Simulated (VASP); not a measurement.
# A VASP 6.6.1 single-point calculation on InP

INCAR

```
IBRION = -1
LWAVE = .FALSE.
LREAL = .FALSE.
ENCUT = 520
NSW = 0
ISIF = 2
NBANDS = 16
SIGMA = 0.3
GGA = PE
LASPH = .TRUE.
PREC = Accurate
ISMEAR = -5
NELM = 77
LCHARG = .FALSE.
EDIFF = 1E-7
```

KPOINTS

```
KPOINTS created by Atomic Simulation Environment
0
Gamma
8 8 8
0 0 0
```

POSCAR

```
In P
 1.0000000000000000
     0.0000000000000000    3.1088614890000001    3.1088614890000001
     3.1088614890000001    0.0000000000000000    3.1088614890000001
     3.1088614890000001    3.1088614890000001    0.0000000000000000
 In  P
   1   1
Cartesian
  0.0000000000000000  0.0000000000000000  0.0000000000000000
  1.5544307445000001  1.5544307445000001  1.5544307445000001
```

The recommended PBE PAW datasets give the neutral cell 18 valence electrons.

Command

```
mpirun -np 1 vasp_std
```

Problem. Predict the outcome of this run.

Solution. It converged. Results: gap between bands v and c on the k mesh 0.00 eV; least direct gap on the k mesh 0.00 eV; pressure -5.6 GPa. Band v is the last that the valence electrons fill when counted band by band, and c is the next.

OSZICAR

```
N       E                     dE             d eps       ncg     rms          rms(c)
DAV:   1     0.111843365766E+03    0.11184E+03   -0.83517E+03   928   0.120E+03
DAV:   2    -0.496548861143E+00   -0.11234E+03   -0.10775E+03  1008   0.291E+02
DAV:   3    -0.838822098806E+01   -0.78917E+01   -0.78554E+01  1232   0.757E+01
DAV:   4    -0.861411915208E+01   -0.22590E+00   -0.22582E+00  1192   0.143E+01
DAV:   5    -0.862466114636E+01   -0.10542E-01   -0.10542E-01  1424   0.254E+00    0.434E+00
DAV:   6    -0.827591651790E+01    0.34874E+00   -0.63213E-01  1504   0.107E+01    0.258E+00
DAV:   7    -0.826296095523E+01    0.12956E-01   -0.11135E-01  1240   0.216E+00    0.108E+00
DAV:   8    -0.826420987331E+01   -0.12489E-02   -0.98261E-03  1152   0.107E+00    0.167E-01
DAV:   9    -0.826496143793E+01   -0.75156E-03   -0.12869E-03  1120   0.389E-01    0.131E-01
DAV:  10    -0.826508187936E+01   -0.12044E-03   -0.13296E-04  1312   0.899E-02    0.687E-02
DAV:  11    -0.826517303561E+01   -0.91156E-04   -0.13430E-04  1104   0.733E-02    0.233E-02
DAV:  12    -0.826517322332E+01   -0.18771E-06   -0.55449E-06  1168   0.241E-02    0.848E-03
DAV:  13    -0.826517409734E+01   -0.87401E-06   -0.18154E-06  1184   0.674E-03    0.767E-03
DAV:  14    -0.826517438024E+01   -0.28290E-06   -0.29535E-07  1152   0.484E-03    0.165E-03
DAV:  15    -0.826517437562E+01    0.46211E-08   -0.11510E-08   880   0.881E-04
   1 F= -.82651744E+01 E0= -.82651744E+01  d E =0.000000E+00
```

For comparison, a separate PBE run of the intended cell, on usual settings and not on those above, gives a gap of 0.00 eV on its mesh and a pressure of -5.6 GPa.
